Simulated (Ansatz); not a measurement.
LiBr built on the rocksalt prototype (r2SCAN geometry), in Ansatz:

```cif
data_structure
_symmetry_space_group_name_H-M 'P 1'
_symmetry_Int_Tables_number 1
_cell_length_a 3.8743
_cell_length_b 3.8743
_cell_length_c 3.8743
_cell_angle_alpha 60.000
_cell_angle_beta 60.000
_cell_angle_gamma 60.000
_cell_volume 41.12
loop_
_atom_site_label
_atom_site_type_symbol
_atom_site_fract_x
_atom_site_fract_y
_atom_site_fract_z
_atom_site_occupancy
Li1 Li 0.00000 0.00000 0.00000 1
Br1 Br 0.50000 0.50000 0.50000 1
```

G0W0@PBE with 154 empty bands, a screening cutoff of 140 eV and a 4×4×4 mesh (PAW, contour deformation) gives 7.193 eV over the mesh points, from a PBE gap of 4.988 eV; it sums over 159 bands with 169 plane waves in the screening and a wave cutoff of 420 eV. The G0W0 figures hold for the stated bands, cutoff and mesh and aren't extrapolated. No spin polarisation and no zero-point or thermal motion.

Question: Another run gave a Kohn-Sham gap of 5.876 eV and a G0W0 gap of 7.630 eV, summing over 159 bands with 169 plane waves in the screening and a wave cutoff of 500 eV. What was changed?

Answer: Starting point r2SCAN, with them a wave cutoff of 500 eV. The Kohn-Sham gap has moved while bands and screening basis stay; the higher wave cutoff is that of a meta-GGA.

Question: Estimate the gap with empty bands 284, screening cutoff 210 eV.

Answer: 7.279 eV (+0.086 eV), from a Kohn-Sham gap of 4.988 eV.

Question: Estimate the gap with starting point HSE06.

Answer: 7.767 eV (+0.574 eV), from a Kohn-Sham gap of 6.217 eV.

Question: Estimate the gap with frequency model Godby-Needs pole.

Answer: 7.160 eV (-0.033 eV), from a Kohn-Sham gap of 4.988 eV.

The runs are scalar-relativistic, without spin-orbit coupling.
